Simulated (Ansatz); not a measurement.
An input for the plane-wave PAW code Ansatz:

```yaml
crystal:
  lattice:
    - [5.4032546652, 0.0, 0.0]
    - [0.0, 5.4032546652, 0.0]
    - [0.0, 0.0, 3.8719776999]
  atoms:
    - { symbol: Ba, position: [0.5, 0.0, 0.412870156] }
    - { symbol: Ba, position: [0.0, 0.5, 0.587129844] }
    - { symbol: S, position: [0.0, 0.0, 0.0] }
    - { symbol: S, position: [0.5, 0.5, 0.0] }
basis:
  ecutwfc: 420
  ecutrho_ratio: 4
kpoints:
  mp_grid: { grid: [6, 6, 8] }
hamiltonian:
  xc: pbesol
scf:
  occupations: { method: gaussian, width: 0.05 }
output:
  forces: true
  stress: true
  eigenvalues: true
relax:
  f_tol: 0.01
  max_steps: 40
  cell: { stress_tol: 0.1, fix: [volume] }
```

The start was a prototype's sites filled with these elements. The Crystallography Open Database lists the compound in space group Fm-3m (rock salt), so this is a trial structure.

Task: What will the run give?

Result: Energy lowered by 0.3 meV/atom, pressure -1.3 GPa, gap on the mesh 1.75 eV (PBEsol, scalar-relativistic).

The output:

```
Pseudopotentials: kind: paw
Pseudopotential: Ba, paw, valence charge 10, recommended cutoff 420 eV (normal), Ba.paw.azcp
Pseudopotential: S, paw, valence charge 6, recommended cutoff 420 eV (normal), S.paw.azcp
Crystal: 4 atoms, lattice volume = 113.043 Å³
Basis set: ecut = 420 eV, 2185 PW (Γ), exchange–correlation on 80×80×54 points (8 copies of the dense FFT grid, shifted against one another)
Bands: 20, of which v1, the nominal top of the filled ones, is band 16 counted from 1 (15 counted from 0)
Symmetry: 16 space group operations
Space group: P4/nmm (ITA 129), of the structure as read, at distance tolerance 4.8e-5 Å
k-points: 50 of 288
Initial density: superposition of atomic densities (neutral atoms: chi_scale 0, normalization atom), corrected by the library's trained network
Initial wavefunctions: pseudopotential atomic-orbital guess
Functional: x = pbesol(κ = 0.804, μ = 0.12346), c = pbesol(β = 0.046)
```

```
SCF iter   1: F=—  HF=-13502.979229 eV  |F-HF|=—  |Δ(HF+E_count)|=         —  Δρ=4.60e-3  dr2=4.60e-2  ethr=1.77e-3  ⟨swp⟩=8.7  Hψ=5732  notcnv=0
SCF iter   2: F=—  HF=-13502.967946 eV  |F-HF|=—  |Δ(HF+E_count)|=   1.13e-2  Δρ=1.58e-3  dr2=4.33e-3  ethr=1.44e-4  ⟨swp⟩=2.4  Hψ=1907  notcnv=0
SCF iter   3: F=—  HF=-13502.967460 eV  |F-HF|=—  |Δ(HF+E_count)|=   4.86e-4  Δρ=5.40e-4  dr2=2.80e-4  ethr=1.35e-5  ⟨swp⟩=2.0  Hψ=1324  notcnv=0
SCF iter   4: F=—  HF=-13502.967563 eV  |F-HF|=—  |Δ(HF+E_count)|=   1.03e-4  Δρ=7.03e-5  dr2=6.74e-6  ethr=8.76e-7  ⟨swp⟩=2.1  Hψ=1809  notcnv=0
SCF iter   5: F=—  HF=-13502.967637 eV  |F-HF|=—  |Δ(HF+E_count)|=   7.37e-5  Δρ=1.37e-5  dr2=1.50e-7  ethr=2.11e-8  ⟨swp⟩=2.5  Hψ=1572  notcnv=0
SCF iter   6: F=-13502.967637 eV  HF=-13502.967637 eV  |F-HF|=1.98e-9  |Δ(HF+E_count)|=   1.93e-7  Δρ=1.43e-6  dr2=2.23e-9  ethr=3.13e-10  ⟨swp⟩=6.6  Hψ=4906  notcnv=0
SCF 1 converged in 6 iterations: F = -13502.967637 eV  dr2 = 2.23e-9
relax step   1: F+E_penalty+E_count = -13502.96763672 eV  Δ(F+E_penalty+E_count) = +0.000e0 eV  max|allowed force component| = 3.568e-2 eV/Å  Δτ_max = 0.0000 Å  P = -1.507 GPa  Ω = 113.043 Å³  fix = [volume]  reactions: volume -1.507 GPa  (6 SCF iters, dr2 threshold 1.00e-7 eV, accepted)
SCF iter   1: F=—  HF=-13502.968335 eV  |F-HF|=—  |Δ(HF+E_count)|=         —  Δρ=3.69e-4  dr2=1.97e-4  ethr=5.25e-7  ⟨swp⟩=2.4  Hψ=6272  notcnv=0
SCF iter   2: F=—  HF=-13502.968295 eV  |F-HF|=—  |Δ(HF+E_count)|=   3.94e-5  Δρ=2.09e-4  dr2=6.12e-5  ethr=5.25e-7  ⟨swp⟩=1.9  Hψ=1587  notcnv=0
...
SCF 2 converged in 4 iterations: F = -13502.968351 eV  dr2 = 5.19e-8
SCF 3 converged in 5 iterations: F = -13502.968906 eV  dr2 = 3.32e-9
...
SCF iter   2: F=—  HF=-13502.968906 eV  |F-HF|=—  |Δ(HF+E_count)|=   7.01e-5  Δρ=1.29e-6  dr2=1.13e-9  ethr=1.21e-11  ⟨swp⟩=3.2  Hψ=2562  notcnv=0
SCF iter   3: F=—  HF=-13502.968906 eV  |F-HF|=—  |Δ(HF+E_count)|=   1.21e-9  Δρ=4.38e-7  dr2=2.12e-10  ethr=3.53e-12  ⟨swp⟩=2.8  Hψ=1769  notcnv=0
SCF iter   4: F=-13502.968906 eV  HF=-13502.968906 eV  |F-HF|=1.82e-12  |Δ(HF+E_count)|=  1.49e-10  Δρ=1.36e-7  dr2=1.15e-11  ethr=1.00e-12  ⟨swp⟩=5.4  Hψ=4500  notcnv=0
SCF 4 converged in 4 iterations: F = -13502.968906 eV  dr2 = 1.15e-11
```

```
SCF converged after 4 iterations
Free energy (F): -13502.968906 eV
E sigma→0 (E₀):  -13502.968906 eV
Fermi energy:    8.632478 eV
--- Per-component energies (eV) ---
  E_band       = -57.001114
  E_kinetic    = 552.637647
  E_local      = -645.821756  (includes V_loc(G=0)·N_el)
  E_nonlocal   = 173.527221
  E_hartree    = 198.066691
  E_xc         = -528.709573
  E_vxc        = -449.615744  (∫ρ·V_xc dr)
  E_paw        = -11449.286998  (= ΣΔE_a)
  E_vpaw       = -83.861857  (= ΣTr[D̂ρ^β])
  E_aug_tail   = -0.000001  (compensation charges beyond the density's cutoff)
  E_ewald      = -1803.808902
  E_core_change = 0.426765  (= ΣΔE_core)
  E_smearing   =  0.000000  (= −TS)
--- Forces (eV/Å), atoms counted from 1 ---
  atom   1  Ba     0.00000000     0.00000000     0.00099317
  atom   2  Ba     0.00000000     0.00000000    -0.00099317
  atom   3  S      0.00000000     0.00000000     0.00000000
  atom   4  S      0.00000000     0.00000000     0.00000000
--- Stress (GPa, compression-positive) ---
       -1.301475       0.000000       0.000000
        0.000000      -1.301475       0.000000
        0.000000       0.000000      -1.232164
  P = ⅓ Tr σ = -1.2784 GPa (-12.784 kbar)
--- Band table (eV; the first three rows and the last of 50) ---
  k-point 0: bands = ["-18.9351", "-18.7733", "-4.5628", "-4.5628", "-3.8685", "-3.7899", "-3.7899", "-3.7400", "-2.9165", "-2.7747", "6.5360", "6.5360", "7.2581", "7.6838", "7.7376", "7.7376", "9.5048", "9.7892", "10.5030", "11.4667"]
  k-point 1: bands = ["-18.9220", "-18.7636", "-4.5315", "-4.5315", "-4.2386", "-3.7787", "-3.7787", "-3.7733", "-2.7296", "-2.6921", "6.3203", "6.3203", "6.8438", "7.1332", "7.6488", "7.6488", "9.6215", "10.2111", "10.8401", "12.1803"]
  k-point 2: bands = ["-18.8900", "-18.7403", "-4.7497", "-4.4527", "-4.4527", "-4.0419", "-3.7529", "-3.7529", "-2.6154", "-2.3096", "5.8533", "5.8533", "5.9989", "6.1844", "7.4343", "7.4343", "9.9549", "11.4488", "12.0420", "13.3945"]
  k-point 49: bands = ["-18.7721", "-18.7721", "-4.5948", "-4.5948", "-4.5214", "-4.5214", "-4.0143", "-4.0143", "-2.2845", "-2.2845", "6.4426", "6.4426", "6.5230", "6.5230", "7.6332", "7.6332", "10.2962", "10.2962", "11.4574", "11.4574"]
--- Relaxed structure (3 steps of the walk, 3 accepted, 1 SCFs on fresh bases) ---
  F+E_penalty+E_count = -13502.96890587 eV   max|allowed force component| = 9.932e-4 eV/Å   (the final SCF, on the basis selected at the relaxed cell)
  cell:  # Å, volume = 113.0430 Å³
    - [5.40159, 0.0, 0.0]
    - [0.0, 5.40159, 0.0]
    - [0.0, 0.0, 3.87437]
  atoms:
    - { symbol: Ba, position: [0.5, 0.00000, 0.40385] }
    - { symbol: Ba, position: [0.00000, 0.5, 0.59615] }
    - { symbol: S, position: [0.00000, 0.00000, 0.00000] }
    - { symbol: S, position: [0.5, 0.5, 0.00000] }
```

Semilocal functionals underestimate band gaps, commonly by a third or more. Scalar-relativistic only: spin–orbit splittings of the heavy atoms' levels are missing.
